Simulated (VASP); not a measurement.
# Rh (Fm-3m) in VASP: further runs

Runs on Rh. Level: r2SCAN. Tasks: relaxation of cell and atoms, electrostatic potential.

Everything below comes from runs of VASP 6.6.1. Logs are shortened: lines on timing, memory, paths and dates and some standing lists are left out, and cuts for length are marked.

## (1) The crystal as given

It takes space group Fm-3m (No. 225, cubic). The conventional cell has a = 3.780 Å, b = 3.780 Å, c = 3.780 Å, α = 90.00°, β = 90.00°, γ = 90.00°. Rh (site symmetry m-3m) is surrounded by 12 Rh at 2.67 Å.

The cell was built by a generator and needn't be a form met in nature.

## (2) Relaxation of cell and atoms, r2SCAN

Contents of INCAR:

```
SYSTEM = Rh
  ALGO = Normal
  EDIFF = 1E-7
  EDIFFG = -0.005
  ENCUT = 600
  IBRION = 2
  ISIF = 3
  ISMEAR = 1
  LASPH = .TRUE.
  LCHARG = .FALSE.
  LMIXTAU = .TRUE.
  LREAL = .FALSE.
  LWAVE = .FALSE.
  METAGGA = R2SCAN
  NELM = 120
  NSW = 60
  PREC = Accurate
  SIGMA = 0.1
```

Contents of KPOINTS:

```
k-points
0
G
  18 18 18
  0 0 0
```

Contents of POSCAR:

```
Rh
1.0
    0.0000000000      1.8900000000      1.8900000000
    1.8900000000      0.0000000000      1.8900000000
    1.8900000000      1.8900000000      0.0000000000
Rh
1
Direct
    0.0000000000      0.0000000000      0.0000000000
```

Potentials or basis: VASP PAW PBE potentials, release 64 (Rh_pv).

Run with:

```sh
$ cat potpaw_PBE.64/Rh_pv/POTCAR > POTCAR
$ mpirun -np 1 vasp_std > vasp.out
```

OUTCAR:

```text
SYSTEM = Rh
   EDIFF = 1E-7
   EDIFFG = -0.005
   ENCUT = 600
   IBRION = 2
   ISIF = 3
   ISMEAR = 1
   LASPH = .TRUE.
   LREAL = .FALSE.
   METAGGA = R2SCAN
   NELM = 120
   NSW = 60
   PREC = Accurate

 ion  position               nearest neighbor table
   1  0.000  0.000  0.000-

  LATTYP: Found a face centered cubic cell.
 ALAT       =     3.7800000000

  Lattice vectors:

 A1 = (   0.0000000000,   1.8900000000,   1.8900000000)
 A2 = (   1.8900000000,   0.0000000000,   1.8900000000)
 A3 = (   1.8900000000,   1.8900000000,   0.0000000000)

Analysis of symmetry for initial positions (statically):
=====================================================================
 Subroutine PRICEL returns:
 Original cell was already a primitive cell.

 Routine SETGRP: Setting up the symmetry group for a
 face centered cubic supercell.

 Subroutine GETGRP returns: Found 48 space group operations
 (whereof 48 operations were pure point group operations)
 out of a pool of 48 trial point group operations.

The static configuration has the point symmetry O_h .

Analysis of symmetry for dynamics (positions and initial velocities):
=====================================================================
 Subroutine PRICEL returns:
 Original cell was already a primitive cell.

 Routine SETGRP: Setting up the symmetry group for a
 face centered cubic supercell.

 Subroutine GETGRP returns: Found 48 space group operations
 (whereof 48 operations were pure point group operations)
 out of a pool of 48 trial point group operations.

The dynamic configuration has the point symmetry O_h .

 Subroutine INISYM returns: Found 48 space group operations
 (whereof 48 operations are pure point group operations),
 and found     1 'primitive' translations

----------------------------------------------------------------------------------------

                                     Primitive cell

  volume of cell :      13.5025

  direct lattice vectors                    reciprocal lattice vectors
     0.000000000  1.890000000  1.890000000    -0.264550265  0.264550265  0.264550265
     1.890000000  0.000000000  1.890000000     0.264550265 -0.264550265  0.264550265
     1.890000000  1.890000000  0.000000000     0.264550265  0.264550265 -0.264550265

  length of vectors
     2.672863633  2.672863633  2.672863633     0.458214499  0.458214499  0.458214499

  position of ions in fractional coordinates (direct lattice)
     0.000000000  0.000000000  0.000000000

  ion indices of the primitive-cell ions
   primitive index   ion index
                 1           1

----------------------------------------------------------------------------------------

 KPOINTS: k-points

Automatic generation of k-mesh.
 Grid dimensions read from file:
 generate k-points for:   18   18   18

 Generating k-lattice:

  Cartesian coordinates                     Fractional coordinates (reciprocal lattice)
    -0.014697237  0.014697237  0.014697237     0.055555556  0.000000000  0.000000000
     0.014697237 -0.014697237  0.014697237     0.000000000  0.055555556  0.000000000
     0.014697237  0.014697237 -0.014697237     0.000000000  0.000000000  0.055555556

  Length of vectors
     0.025456361  0.025456361  0.025456361

  Shift w.r.t. Gamma in fractional coordinates (k-lattice)
     0.000000000  0.000000000  0.000000000

 Subroutine IBZKPT returns following result:
 ===========================================

 Found    195 irreducible k-points:

 Following reciprocal coordinates:
            Coordinates               Weight
  0.000000  0.000000  0.000000      1.000000
  0.055556  0.000000  0.000000      8.000000
  0.111111  0.000000  0.000000      8.000000
  0.166667  0.000000  0.000000      8.000000
  0.222222  0.000000  0.000000      8.000000
  0.277778  0.000000  0.000000      8.000000
[... 16 lines left out ...]
 -0.277778  0.055556  0.000000     24.000000
 -0.222222  0.055556  0.000000     24.000000
 [... further k-points ...]
   k-points           NKPTS =    195   k-points in BZ     NKDIM =    195   number of bands    NBANDS=     11
   number of dos      NEDOS =    301   number of ions     NIONS =      1
   total plane-waves  NPLWV =  13824
   dimension x,y,z NGX =    24 NGY =   24 NGZ =   24
   dimension x,y,z NGXF=    48 NGYF=   48 NGZF=   48
   ions per type =               1
   NGX,Y,Z   is equivalent  to a cutoff of  14.93, 14.93, 14.93 a.u.
   NGXF,Y,Z  is equivalent  to a cutoff of  29.85, 29.85, 29.85 a.u.
 SYSTEM =  Rh
   PREC   = accura    normal or accurate (medium, high low for compatibility)
   ISTART =      0    job   : 0-new  1-cont  2-samecut
   ICHARG =      2    charge: 1-file 2-atom 10-const
   ISPIN  =      1    spin polarized calculation?
   LNONCOLLINEAR =      F non collinear calculations
   LSORBIT =      F    spin-orbit coupling
   LASPH  =      T    aspherical Exc in radial PAW
   ENCUT  =  600.0 eV  44.10 Ry    6.64 a.u.   5.34  5.34  5.34*2*pi/ulx,y,z
   NELM   =    120;   NELMIN=  2; NELMDL= -5     # of ELM steps
   EDIFF  = 0.1E-06   stopping-criterion for ELM
   LREAL  =      F    real-space projection
   EDIFFG = -.5E-02   stopping-criterion for IOM
   NSW    =     60    number of steps for IOM
   IBRION =      2    ionic relax: 0-MD 1-quasi-New 2-CG
   NFREE  =      1    steps in history (QN), initial steepest desc. (CG)
   ISIF   =      3    stress and relaxation
   ISYM   =      2    0-nonsym 1-usesym 2-fastsym
   POTIM  = 0.5000    time-step for ionic-motion
   TEBEG  =    0.0;   TEEND  =   0.0 temperature during run
   PSTRESS=    0.0 pullay stress
   NELECT =      15.0000    total number of electrons
   NUPDOWN=      -1.0000    fix difference up-down
   EMIN   =  10.00;   EMAX   =-10.00  energy-range for DOS
   EFERMI =   0.00;   METHOD = LEGACY
   ISMEAR =     1;   SIGMA  =   0.10  broadening in eV -4-tet -1-fermi 0-gaus
   EFERMI_NEDOS =   21; number of points for ismear=-14 and -15
   IALGO  =     38    algorithm
   IMIX   =      4    mixing-type and parameters
     AMIX     =   0.40;   BMIX     =  1.00
     AMIX_MAG =   1.60;   BMIX_MAG =  1.00
  volume/ion in A,a.u.               =      13.50        91.12
  Fermi-wavevector in a.u.,A,eV,Ry     =   1.695509  3.204048 39.113361  2.874751
  Thomas-Fermi vector in A             =   2.776540
   LORBIT       =      0    0 simple, 1 ext, 2 COOP (PROOUT), +10 PAW based schemes
   METAGGA = R2SCAN    functional components
   LHFCALC =     F    Hartree Fock is set to
   AEXX    =    0.0000 exact exchange contribution
   IVDW    =     0    specifies the selected vdW correction
   LEPSILON=     F    determine dielectric tensor
   LRPA    =     F    only Hartree local field effects (RPA)
 conjugate gradient relaxation of ions
 non-spin polarized calculation
 Methfessel and Paxton  Order N= 1 SIGMA  =   0.10
  energy-cutoff  :      600.00
  volume of cell :       13.50
 maximum number of plane-waves:       465
 NGX is ok and might be reduce to    24
   NGX = 11   NGY = 11   NGZ = 11

--------------------------------------- Ionic step        1  -------------------------------------------

 number of electron      15.0000002 magnetization

 Free energy of the ion-electron system (eV)
  ---------------------------------------------------
  ext. energy  EPLUGINS =         0.00000000
  ---------------------------------------------------
  free energy    TOTEN  =       -24.13080509 eV

  energy without entropy =      -24.13074114  energy(sigma->0) =      -24.13078378

------------------------ aborting loop because EDIFF is reached ----------------------------------------

  FORCE on cell =-STRESS in cart. coord.  units (eV):
  Direction    XX          YY          ZZ          XY          YZ          ZX
  --------------------------------------------------------------------------------------
  -------------------------------------------------------------------------------------
  Total        0.4883690      0.4883690      0.4883690      0.0000000      0.0000000     -0.0000000
  in kB       57.9486477     57.9486477     57.9486477      0.0000000      0.0000000     -0.0000000
  external PRESSURE =      57.9486477 kB  Pullay stress =       0.0000000 kB
[... 90 lines left out ...]
  energy  without entropy=      -24.1353508817  energy(sigma->0) =      -24.13543787

--------------------------------------- Ionic step        4  -------------------------------------------

 number of electron      15.0000002 magnetization

 Free energy of the ion-electron system (eV)
  ---------------------------------------------------
  ext. energy  EPLUGINS =         0.00000000
  ---------------------------------------------------
  free energy    TOTEN  =       -24.13548285 eV

  energy without entropy =      -24.13535368  energy(sigma->0) =      -24.13543980

 E-fermi :  11.7179     XC(G=0): -15.1979

 val. band max:       11.7125324631   @ k =   0.5000   0.2222   0.1111
 cond. band min:      11.7264507301   @ k =   0.5000   0.3889   0.0000
 fundamental gap:      0.0139182670
 Fermi energy:        11.7178693756

 k-point     1 :       0.0000    0.0000    0.0000
  band No.  band energies     occupation
      1     -36.0832      2.00000
      2     -36.0832      2.00000
      3     -36.0832      2.00000
      4       3.5377      2.00000
      5       8.5397      2.00000
      6       8.5397      2.00000
      7       8.5397      2.00000
      8      10.6347      2.00000
      9      10.6347      2.00000
     10      28.4255      0.00000
     11      29.0831      0.00000
[... 309 lines left out ...]
 k-point    24 :      -0.2222    0.0556    0.0000
  band No.  band energies     occupation
      1     -36.4617      2.00000
      2     -36.1603      2.00000
      3     -36.1263      2.00000
      4       5.4270      2.00000
      5       8.2040      2.00000
      6       8.9313      2.00000
      7       8.9835      2.00000
      8      10.4591      2.00000
      9      11.1676      2.00000
     10      27.9306      0.00000
     11      29.0839      0.00000

 [... further k-points ...]

------------------------ aborting loop because EDIFF is reached ----------------------------------------

  FORCE on cell =-STRESS in cart. coord.  units (eV):
  Direction    XX          YY          ZZ          XY          YZ          ZX
  --------------------------------------------------------------------------------------
  -------------------------------------------------------------------------------------
  Total        0.0035757      0.0035757      0.0035757     -0.0000000      0.0000000     -0.0000000
  in kB        0.4161465      0.4161465      0.4161465     -0.0000000      0.0000000     -0.0000000
  external PRESSURE =       0.4161465 kB  Pullay stress =       0.0000000 kB
[... 16 lines left out ...]
  FREE ENERGIE OF THE ION-ELECTRON SYSTEM (eV)
  ---------------------------------------------------
  free  energy   TOTEN  =       -24.1354828549 eV

  energy  without entropy=      -24.1353536846  energy(sigma->0) =      -24.13543980

 reached required accuracy - stopping structural energy minimisation
```

Wall time 2.6 min (1 thread of Intel Xeon 6975P-C (Granite Rapids), shared host); peak memory 0.18 GiB.

What came out:

```
Free energy                            : -24.1355 eV
Relaxed volume                         : 13.77 Å³/atom
Relaxed cell                           : a = 2.690 Å, b = 2.690 Å, c = 2.690 Å, α = 60.00°, β = 60.00°, γ = 60.00°
Space group after relaxing (to 0.05 Å) : Fm-3m (No. 225)
Energy gained by relaxing              : 4.7 meV/atom
Ionic steps                            : 4
Pressure after relaxing                : 0.0 GPa
Band gap on the k mesh                 : none (metal or under the smearing width)
```

Step by step:
```csv
step,energy change (eV),largest force (eV/Å),pressure (GPa),volume (Å³)
1,0.0000,0.0000,5.79,13.50
2,0.0247,0.0000,-12.49,14.48
3,-0.0047,0.0000,-0.09,13.77
4,-0.0047,0.0000,0.04,13.77
```

Final structure:
```yaml
crystal:
  lattice:
    - [0.00000, 1.90224, 1.90224]
    - [1.90224, 0.00000, 1.90224]
    - [1.90224, 1.90224, 0.00000]
  atoms:
    - { symbol: Rh, position: [0.00000, 0.00000, 0.00000] }
```

Caveat: the PAW data sets were made with another functional, which shifts forces and pressure a little.

## (3) Electrostatic potential, r2SCAN

This run uses another cell than the first one, of 13.77 Å³/atom, 1.020 times its volume.

Contents of INCAR:

```
SYSTEM = Rh
PREC = Accurate
ENCUT = 520
EDIFF = 1E-7
ISMEAR = 1
SIGMA = 0.1
LREAL = .FALSE.
LASPH = .TRUE.
NELM = 80
ALGO = Normal
ISIF = 2
LWAVE = .FALSE.
LCHARG = .TRUE.
METAGGA = R2SCAN
LMIXTAU = .TRUE.
LVHAR = .TRUE.
```

Contents of KPOINTS:

```
regular mesh
0
G
  18 18 18
  0 0 0
```

Contents of POSCAR:

```
Rh                                      
1.0
   -0.0000000000      1.9022407792      1.9022407792
    1.9022407792      0.0000000000      1.9022407792
    1.9022407792      1.9022407792      0.0000000000
  Rh            
     1
Direct
     0.0000000000000000    0.0000000000000000    0.0000000000000000
```

Potentials or basis: VASP PAW PBE potentials, release 64 (Rh_pv).

Run with:

```sh
$ cat potpaw_PBE.64/Rh_pv/POTCAR > POTCAR
$ mpirun -np 1 vasp_std > vasp.out
```

It took 54 s on 1 thread of Intel Xeon 6975P-C (Granite Rapids), shared host; peak memory 0.15 GiB.

The run converged. Its results:

```yaml
Free_energy: -24.1366 eV
Pressure: 0.1 GPa
Band_gap_on_the_k_mesh: none (metal or under the smearing width)
```

Levels at points of the mesh, in eV from the Fermi level:
```
           k point  band 3  band 4  band 5  band 6  band 7  band 8  band 9  band 10  band 11
(0.00, 0.00, 0.00)  -47.80   -8.18   -3.18   -3.18   -3.18   -1.08   -1.08    16.71    17.36
(0.50, 0.00, 0.00)  -47.91   -6.34   -3.29   -3.29    0.57    0.57    0.90     9.06    16.27
(0.50, 0.50, 0.00)  -48.09   -6.55   -6.17    0.50    1.03    1.03    3.47    12.85    13.99
```

Caveat: the PAW data sets were made with another functional, which shifts forces and pressure a little.
